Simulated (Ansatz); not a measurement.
Run this with the Python package of Ansatz (0.2.0) and show what comes out.

The script, `lattice_li2s.py`:
```python
# -*- coding: utf-8 -*-
import warnings

import ansatz as az
import numpy as np

def edges_and_angles(cell):
    cell = np.asarray(cell)
    a, b, c = np.linalg.norm(cell, axis=1)
    cosines = cell[1] @ cell[2] / (b * c), cell[0] @ cell[2] / (a * c), cell[0] @ cell[1] / (a * b)
    return (a, b, c, *np.degrees(np.arccos(cosines)))

warnings.simplefilter("ignore", az.DeckWarning)

system = (
    az.Lattice.of((0.0, 2.8445, 2.8445), (2.8445, 0.0, 2.8445), (2.8445, 2.8445, 0.0))
    .atom("Li", (0.25, 0.25, 0.25))
    .atom("Li", (0.75, 0.75, 0.75))
    .atom("S", (0.0, 0.0, 0.0))
)

setup = (
    system.calculation()
    .kpoints(6, 6, 6)
    .occupations("Fixed")
    .relax(cell=True, force_tolerance=0.02)
)

levels = [("lda", "none"), ("rpbe", "none"), ("r2scan", "d4")]
print("level            a       b       c    alpha   beta  gamma  V/atom  steps")
for name, dispersion in levels:
    seen = []
    run = setup.functional(name, dispersion=dispersion).session().plan()
    outcome = run.execute(on_event=lambda e: seen.append(e) if e["event"] == "relax_step" else None)
    cell = outcome.lattice.cell_ang
    label = name if dispersion == "none" else f"{name}+{dispersion}"
    print("{:13s} {:7.4f} {:7.4f} {:7.4f} {:6.2f} {:6.2f} {:6.2f}".format(label, *edges_and_angles(cell)), f"{abs(np.linalg.det(cell)) / len(outcome.lattice.sites):7.3f} {len(seen):5d}")
```

```console
$ python lattice_li2s.py
level            a       b       c    alpha   beta  gamma  V/atom  steps
lda            3.9364  3.9364  3.9364  60.00  60.00  60.00  14.377     5
rpbe           4.0877  4.0877  4.0877  60.00  60.00  60.00  16.100     4
r2scan+d4      4.0099  4.0099  4.0099  60.00  60.00  60.00  15.197     4
```

From smallest to largest: LDA (14.38 Å³ an atom, -6.3 % against the start), r2SCAN+D4 (15.20 Å³ an atom, -1.0 % against the start) and RPBE (16.10 Å³ an atom, +4.9 % against the start). The spread is 12.0 % in volume.

Notes:
- Forces vanish by symmetry, so the ions can't move, and the end may be a saddle.
- Edges and angles are those of the cell as typed, here a primitive one, not of the conventional cell.
- Of the deposited cell: the entry's cell lengths or inner coordinates differ somewhat from later room-temperature determinations.
- The starting cell is as deposited in a crystallographic database; the results hold for this polymorph, which needn't be the stable one.
- Hardware and time: 12 s on 1 thread of Arm Neoverse V1, on a shared host, peak memory 0.48 GiB.
